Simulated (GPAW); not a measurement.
A run of GPAW 26.7.0 is set up as follows.

The input run.py:

```python
from ase.eos import EquationOfState
from ase.io import Trajectory, read
from ase.units import GPa
from gpaw import GPAW, PW, setup_paths

setup_paths.insert(0, '.')

atoms = read('C.xyz')

traj = Trajectory('eos.traj', 'w')
volumes, energies = [], []
for x in [0.94, 0.96, 0.98, 1.0, 1.02, 1.04, 1.06]:
    a = atoms.copy()
    a.set_cell(atoms.cell * x**(1 / 3), scale_atoms=True)
    calc = GPAW(mode=PW(1100),
                xc='PBE',
                kpts={'size': (13, 13, 13), 'gamma': True},
                occupations={'name': 'fermi-dirac', 'width': 0.05},
                setups='sg15',
                nbands=-7,
                convergence={'density': 1e-05, 'energy': 1e-05},
                maxiter=150,
                txt=f'eos-{x:.2f}.txt')
    a.calc = calc
    energies.append(a.get_potential_energy(force_consistent=True))
    volumes.append(a.get_volume())
    p = -a.get_stress()[:3].mean() / GPa
    calc.write(f'eos-{x:.2f}.gpw')
    traj.write(a)
    print(f'{x:.2f} {volumes[-1]:10.4f} A^3 {energies[-1]:14.6f} eV {p:9.3f} GPa', flush=True)

v0, e0, B = EquationOfState(volumes, energies, eos='birchmurnaghan').fit()
print(f'V0 = {v0:.4f} A^3, E0 = {e0:.6f} eV, B0 = {B / GPa:.2f} GPa')
```

The input C.xyz:

```xyz
2
Lattice="0.0000000000 1.7833700000 1.7833700000 1.7833700000 0.0000000000 1.7833700000 1.7833700000 1.7833700000 0.0000000000" Properties=species:S:1:pos:R:3 pbc="T T T"
C      2.6750550000      2.6750550000      2.6750550000
C      1.7833700000      1.7833700000      1.7833700000
```

Potentials or basis: SG15 ONCV 1.2, pw.

Launch:

```sh
$ OMP_NUM_THREADS=1 python run.py
```

(1) Predict the pressure derivative of the bulk modulus.

(2) Predict the bulk modulus.

(3) What does it give for the equilibrium volume?

## Answers

(1) 3.7.

(2) 431 GPa.

(3) 5.68 Å³/atom.

**What was measured.**

From “Equation of state of cubic boron nitride at high pressures and temperatures”, 2007, arxiv:cond-mat/0702656, for a bulk crystal of C: bulk modulus 444.8 ± 0.8 GPa.

A measured bulk modulus of C is 444.8 GPa (quoted in “Equation of state of cubic boron nitride at high pressures and temperatures”, 2007, arxiv:cond-mat/0702656); the calculated 431 GPa misses it by -3.1 %. 3 values of this kind are on record (442 to 444.8 GPa); this one was drawn at random among those near their median, those with a stated uncertainty first. The fit is for a static lattice scaled at fixed shape and fixed fractional positions. The cell as given is a measured one (5.67 Å³/atom); PBE puts the equilibrium volume +0.1 % from it, thermal expansion not counted.
